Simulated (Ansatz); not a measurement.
SiO₂: field gradients at two levels of theory

Cell: a Materials Project structure (computed, not necessarily an observed phase), taken as it stands.

Space group Ia-3d (No. 230); a = 10.1309 Å.

```csv
site,Wyckoff,site symmetry,x,y,z
Si,24d,-4..,0.7500,0.1250,0.0000
O,48g,..2,0.3750,0.2823,0.0323
```

One atom of each set is listed; the run and its k-mesh use a cell of 36 atoms with edges of 8.77, 8.77, 8.77 Å.

First run. Level of theory: DFT, PBE, plane waves and PAW, scalar-relativistic, 420 eV cutoff, Γ-centred 4×4×4 k-points, Fermi–Dirac smearing 0.02 eV (Ansatz 0.2.0).

```csv
site,V_zz (10²¹ V/m²),η
Si,0.82,0.00
O,9.49,0.10
```

Second run. The same atoms and settings, except that the functional is r2SCAN and the cutoff is 500 eV.

Q: What does the second run give?

A: 

| site | V_zz | η | change of V_zz |
| --- | --- | --- | --- |
| Si | 0.78 | 0.00 | -0.04 |
| O | 9.35 | 0.09 | -0.14 |

The largest change of V_zz is on O, from 9.49 to 9.35. In per cent, |V_zz| changes by -5 on Si, -1 on O (all sites that start above 0.5).

For the first run: At this cell the principal stresses reach 5 GPa in size with PBE, which can matter for small gradients. The largest force is 0.3 eV/Å, so the atoms aren't at the calculated equilibrium and relaxing them would move these values.
